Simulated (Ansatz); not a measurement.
The cell comes from COD entry 9007661, which wasn't checked; take it as a given geometry. The listed cell was then made from it by scaling, straining or moving an atom.

MoS2: DFT, PBE, all-electron PAW with datasets made for the crystal, scalar-relativistic (Ansatz 0.2.0). What sets it apart from a plain run of this crystal: equal xx and yy strain of -1 %.

Command: `ansatz run input.yaml --threads 1 --pin off --max-ram 4096MiB --backend cpu --events-out ev --progress --plain --runs-dir out` The run took 71 s on 1 thread of Arm Neoverse V1, with other jobs on the host, peak memory 1.2 GiB.

```yaml
crystal:
  lattice:
    - [1.5656853532, 0.9039488601, 6.12333]
    - [-1.5656853532, 0.9039488601, 6.12333]
    - [0.0, -1.8078977203, 6.12333]
  atoms:
    - { symbol: Mo, position: [0.0, 0.0, 0.0] }
    - { symbol: S, position: [0.7484, 0.7484, 0.7484] }
    - { symbol: S, position: [0.5849, 0.5849, 0.5849] }
kpoints:
  mp_grid: { grid: [13, 13, 13] }
scf:
  occupations: { method: fermi_dirac, width: 0.05 }
hamiltonian:
  xc: pbe
  pseudopotentials: { kind: all_electron, datasets: crystal }
output:
  forces: true
  stress: true
  eigenvalues: true
  efg: { contact_densities: true }
```

Output (standing set-up lines are left out):

```
basis.fft_grid_basis auto: the FFT boxes are laid along the combinations [[1, 0, -1], [0, 1, -1], [0, 0, 1]] of the cell's own vectors, 3.131, 3.131 and 6.385 Å long. The dense box has 18×18×40 points. Along the cell's own vectors, as sized, it would have 40×40×40, 4.94 times as many. Of the 6 symmetry operations that the crystal satisfies within crystal.symmetry.tolerance (time reversal apart; of a slab, those that keep its plane) the dense box along the cell's own vectors carries 6, and the one as laid loses 4 of those. basis.fft_grid_basis: typed keeps the cell's own vectors: state it where this run's energies or levels are differenced outside the engine with another run's, or held beside a run that keeps those vectors.
hamiltonian.pseudopotentials.datasets: crystal makes datasets for this crystal and solves the spheres of its atoms anew in each pass: cutoff 300.0 eV, the density's 1200.0 eV; for an error of 0.50 meV an atom under PBE, 1.5 meV for the cell; an energy difference from a run of another recipe may be off by several times the error for the cell, under r2SCAN by more, where some 0.1 meV an atom stays at smaller errors; S in spheres of 1.064 Å, 6 of its electrons in bands; Mo in spheres of 1.286 Å, 14 of its electrons in bands
Crystal: 3 atoms, lattice volume = 51.998 Å³
Space group: R3m (ITA 160), of the structure as read, at distance tolerance 3.7e-5 Å
PAW one-centre angular grid: Mo, 590 points (default); XC on its mesh's 1861 points in the sphere
iter 1 solved again at ethr=2.47e-2 eV; its pass at ethr=1.00e-1 eV (dr2=6.42e0 eV) is discarded
SCF iter   1: F=—  HF=-131907.066634 eV  |F-HF|=—  |Δ(HF+E_count)|=         —  Δρ=9.35e-2  dr2=6.53e0  ethr=2.47e-2  ⟨swp⟩=2.1  Hψ=23265  notcnv=0
preconditioner: auto → none  [insulator: Δε(μ)=0.848 eV  Ē_g=10.741 eV  σ=0.050 eV  W_gap=1.00  n_scr=16 (ndim 8)  ℏωp=21.8 eV  f_vac=0.003  D(μ)=0.00/eV (n_scr^D=0)  ε∞_Penn≈5.1]
SCF iter   2: F=—  HF=-131907.797890 eV  |F-HF|=—  |Δ(HF+E_count)|=   7.31e-1  Δρ=1.14e-1  dr2=1.67e1  ethr=2.47e-2  ⟨swp⟩=3.9  Hψ=12791  notcnv=0  defer=1
iter 3 solved again at ethr=9.31e-4 eV; its pass at ethr=2.47e-2 eV (dr2=2.42e-1 eV) is discarded
SCF iter   3: F=—  HF=-131905.701859 eV  |F-HF|=—  |Δ(HF+E_count)|=    2.10e0  Δρ=2.23e-2  dr2=2.47e-1  ethr=9.31e-4  ⟨swp⟩=3.1  Hψ=20137  notcnv=0  defer=64
SCF iter   4: F=—  HF=-131905.678996 eV  |F-HF|=—  |Δ(HF+E_count)|=   2.29e-2  Δρ=9.59e-3  dr2=4.38e-2  ethr=9.31e-4  ⟨swp⟩=3.1  Hψ=10150  notcnv=0  defer=18
SCF iter   5: F=—  HF=-131905.676722 eV  |F-HF|=—  |Δ(HF+E_count)|=   2.27e-3  Δρ=2.58e-3  dr2=5.12e-3  ethr=1.68e-4  ⟨swp⟩=2.5  Hψ=9876  notcnv=0  defer=86
SCF iter   6: F=—  HF=-131905.677291 eV  |F-HF|=—  |Δ(HF+E_count)|=   5.69e-4  Δρ=5.92e-4  dr2=2.92e-4  ethr=1.97e-5  ⟨swp⟩=3.2  Hψ=8524  notcnv=0  defer=37
SCF iter   7: F=—  HF=-131905.677273 eV  |F-HF|=—  |Δ(HF+E_count)|=   1.80e-5  Δρ=2.23e-4  dr2=4.89e-5  ethr=1.12e-6  ⟨swp⟩=2.8  Hψ=9398  notcnv=0  defer=19
SCF iter   8: F=—  HF=-131905.677271 eV  |F-HF|=—  |Δ(HF+E_count)|=   2.30e-6  Δρ=1.15e-4  dr2=2.61e-5  ethr=1.88e-7  ⟨swp⟩=3.1  Hψ=7954  notcnv=0  defer=13
SCF iter   9: F=—  HF=-131905.677266 eV  |F-HF|=—  |Δ(HF+E_count)|=   5.09e-6  Δρ=2.22e-5  dr2=2.47e-7  ethr=1.00e-7  ⟨swp⟩=2.9  Hψ=7731  notcnv=0  defer=6
SCF iter  10: F=-131905.677266 eV  HF=-131905.677266 eV  |F-HF|=2.48e-8  |Δ(HF+E_count)|=   4.65e-8  Δρ=6.94e-6  dr2=2.71e-8  ethr=9.50e-10  ⟨swp⟩=3.1  Hψ=9901  notcnv=0  defer=3
SCF 1 converged in 10 iterations: F = -131905.677261 eV  dr2 = 2.71e-8
  Residual-converged pass: ⟨swp⟩=3.5  Hψ=9754  notcnv=0  max |occ|·‖R‖ = 6.4e-6 eV (tolerance 6.5e-6 eV)  dr2=2.79e-8  dr2_onsite=2.53e-8  max |Δocc| = 6.2e-9
  greatest PAW one-centre occupation: 0.996 electrons in one spin orbital (limit 2), on the Mo atom at site 0 (counted from 0), in its partial waves of l = 0
SCF converged after 10 iterations
Free energy (F): -131905.677261 eV
Harris-Foulkes:  -131905.677261 eV  (|F-HF|=2.48e-8)
Internal energy: -131905.677259 eV  (E = F + TS)
E sigma→0 (E₀):  -131905.677260 eV
Entropy (-TS):   -0.000002 eV (-0.001 meV/atom)
Past the cutoff: the bands carry plane waves up to 1.75 times it, of which those up to 1.5 times it add -0.000200 eV an atom, each by itself; the spheres take 0.000113 eV an atom off the energy for waves past 1.75 times it
By the cutoff:   a pressure is off by up to 0.005 GPa (1.2 times the spheres' own share and the shells' term, over an atom's volume, and 0.004 GPa: a bound that held against runs at twice the plane waves)
Past the cutoffs: a stress includes 0.0008 GPa for waves and charges beyond them, in addition to the slope of what the spheres take
In the spheres:  the bands' charges fall short by 3.0e-7 e at most (sound up to 1e-3)
Fermi energy:    13.260487 eV
--- Per-component energies (eV) ---
  The terms above E_closure are by the made datasets' own strengths, without shells solved beside the bands.
--- Forces (eV/Å), atoms counted from 1 ---
  atom   1  Mo     0.00000000     0.00000000    -0.00242208
  atom   2  S     -0.00000000    -0.00000000     1.54519595
  atom   3  S      0.00000000     0.00000000    -1.54275319
  max |Σ_I F_I| component: 2.07e-5 eV/Å
--- Stress (GPa, compression-positive) ---
       10.981055       0.000000       0.000000
        0.000000      10.981055      -0.000000
        0.000000      -0.000000      16.696867
  P = ⅓ Tr σ = 12.8863 GPa (128.863 kbar)
--- PAW observables at the nuclei: V_zz in 10²¹ V/m², potentials from the cell's mean, atoms counted from 1 ---
  atom   1  Mo V_zz =    -8.980750   η = 0.0000   by run symmetry: allowed
            electrostatic potential = -6351.946795 V   contact ρ = 595311.580000 e/Å³
  atom   2  S  V_zz =    -6.399534   η = 0.0000   by run symmetry: allowed
            electrostatic potential = -1637.128676 V   contact ρ = 19788.803265 e/Å³
  atom   3  S  V_zz =    -6.264596   η = 0.0000   by run symmetry: allowed
            electrostatic potential = -1637.125143 V   contact ρ = 19788.842940 e/Å³
--- Band table (eV; the first three rows and the last of 231) ---
  k-point 0: bands = ["-48.7373", "-22.9363", "-22.6799", "-22.6799", "-2.5610", "-0.6953", "5.5858", "9.0656", "9.0656", "10.2948", "10.2948", "11.5270", "11.6687", "14.9128", "14.9128", "15.4346", "15.4346"]
  k-point 1: bands = ["-48.7346", "-22.9308", "-22.7072", "-22.6860", "-2.4636", "-0.6699", "5.6942", "8.8712", "9.1684", "9.9533", "10.1435", "11.5682", "11.7789", "14.8421", "15.0836", "15.1154", "15.3267"]
  k-point 2: bands = ["-48.7269", "-22.9155", "-22.7822", "-22.7028", "-2.1843", "-0.5967", "5.9777", "8.4159", "9.2970", "9.4606", "9.7771", "11.5058", "11.7588", "14.5077", "14.9318", "15.0499", "15.5018"]
  k-point 230: bands = ["-48.7346", "-22.9309", "-22.7072", "-22.6860", "-2.2523", "-1.0422", "6.5946", "8.8595", "9.0768", "9.1555", "10.1680", "10.4913", "12.7186", "14.8663", "15.1474", "15.2168", "15.2277"]
```
